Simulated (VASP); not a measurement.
The system is ZnO.

```
Zn O
1.0
     3.24931    0.00000    0.00000
    -1.62465    2.81398    0.00000
     0.00000    0.00000    5.20571
Zn O
2 2
Direct
  0.33333 0.66667 0.50000
  0.66667 0.33333 0.00000
  0.66667 0.33333 0.37901
  0.33333 0.66667 0.87901
```

- Program: VASP 6.6.1
- Task: relaxation of cell and atoms
- Functional: PBE
- Potentials or basis: VASP PAW PBE potentials, release 64 (Zn, O)
- Cutoff: 600 eV
- k mesh: 9 × 9 × 5
- Occupations: gaussian, width 0.03 eV
- Spin: no spin polarisation

At the start: pressure 5.8 GPa; volume 11.90 Å³/atom.

Where does the relaxation end?

Over 14 steps the energy falls by 8.9 meV/atom and the volume is 12.39 Å³/atom (+4.1 %); space group P6_3mc (No. 186, to 0.05 Å).

Step by step:
```
step  energy change (eV)  largest force (eV/Å)  pressure (GPa)  volume (Å³)
   1              0.0000                0.0741            5.83        47.60
   2             -0.0270                0.0268           -2.61        50.64
   3             -0.0357                0.0011           -0.01        49.59
   4             -0.0357                0.0022           -0.06        49.63
   5             -0.0357                0.0108           -0.01        49.62
   6             -0.0357                0.0152           -0.10        49.62
   7             -0.0358                0.0116           -0.01        49.57
   8             -0.0357                0.0100            0.08        49.54
   9             -0.0357                0.0103            0.14        49.54
  10             -0.0358                0.0109            0.11        49.56
  11             -0.0358                0.0125            0.00        49.56
  12             -0.0358                0.0103            0.12        49.56
  13             -0.0358                0.0121            0.06        49.56
  14             -0.0358                0.0025            0.06        49.57
```

Final structure:
```xyz
4
Lattice="3.2864 0.0000 0.0000 -1.6432 2.8461 0.0000 0.0000 0.0000 5.2998" Properties=species:S:1:pos:R:3 pbc="T T T"
Zn    0.0000    1.8974    2.6489
Zn    1.6432    0.9487    5.2988
O     1.6432    0.9487    2.0097
O     0.0000    1.8974    4.6596
```
